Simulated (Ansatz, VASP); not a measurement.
**FeSi2: VASP beside Ansatz**

```
Fe Si
1.0
     2.62276    0.00000    0.00000
     0.00000    2.68598    0.00000
     0.00000    0.00000    5.12426
Fe Si
1 2
Direct
  0.00000 0.00000 0.00000
  0.50000 0.50000 0.27268
  0.50000 0.50000 0.72732
```

Change from the starting cell: uniaxial strain along a, b, c and atoms relaxed: -2.0 %.

Alike in both runs: functional PBEsol; k mesh 16 × 16 × 8; occupations gaussian, width 0.1 eV; no spin polarisation.

Ansatz relaxed the structure, and its values are those at the end. VASP's run is a single point on that final structure, the one shown.

|  | VASP | Ansatz |
| --- | --- | --- |
| version | VASP 6.6.1 | Ansatz 0.2.0 |
| potentials or method | VASP PAW PBE potentials, release 64 (Fe, Si) | scalar-relativistic, plane waves, PAW |
| plane-wave cutoff (eV) | 520 | 420 |
| valence electrons in the cell | 16 | 24 |

```tsv
	VASP	Ansatz	Ansatz less VASP
gap on the k mesh at the Fermi level (eV)	none	none	-
pressure (GPa)	2.9	2.4	-0.50
rms of the force components (eV/Å)	0.010	0.001	-0.0094
```

A gap of «none» marks a metal or a gap that the smearing closes. The functional is the same, so the differences come from potentials, cutoffs and numerics. The two sets of potentials don't hold the same shells in valence.

Caveats: the PAW data sets were made with another functional, which shifts forces and pressure a little (VASP). Spin polarisation is off, so any magnetic state and its effect on volume and gap are missing.
